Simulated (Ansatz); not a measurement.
**SrO (PbO-type structure)**

Method: PBEsol, scalar-relativistic; no spin polarisation; PAW, 420 eV, 8×8×10 k-mesh, Gaussian smearing of 0.05 eV; code Ansatz. The datasets are Ansatz's generated set soft_2.

```
CELL_PARAMETERS angstrom
4.39160 0.00000 0.00000
0.00000 4.39160 0.00000
0.00000 0.00000 3.41138
ATOMIC_POSITIONS crystal
Sr 0.50000 0.00000 0.29924
Sr 0.00000 0.50000 0.70076
O 0.00000 0.00000 0.00000
O 0.50000 0.50000 0.00000
```

This is a trial structure; measured cells of the compound in the Crystallography Open Database are in space group Fm-3m (rock salt).

The cell has space group P4/nmm (read at 0.01 Å). In it the stress is 0.00, 0.00, -0.02, 0.00, 0.00, 0.00 GPa and the largest force component 0.000 eV/Å. Each change below starts from this cell, without further relaxation. Stress is in GPa, positive in compression, in the order xx, yy, zz, yz, xz, xy; energies are counted from the cell above.

One atom was moved along a Cartesian axis, and these forces appeared. Which atom, and about how far?
```tsv
atom	Fx (eV/Å)	Fy	Fz
Sr1	0.187	0.000	0.037
Sr2	0.104	0.000	0.005
O3	-0.477	0.000	-0.041
O4	0.186	0.000	-0.001
```

Atom 3 (O) is moved by 0.08 Å along x; the energy changes by 18.9 meV per cell.

A single strain component, atoms carried along, gave the stress -3.21, -1.71, -0.48, 0.00, 0.00, 0.00. Which component, and about how large?

An engineering strain of 2 % in xx; the energy changes by 13.6 meV per cell.

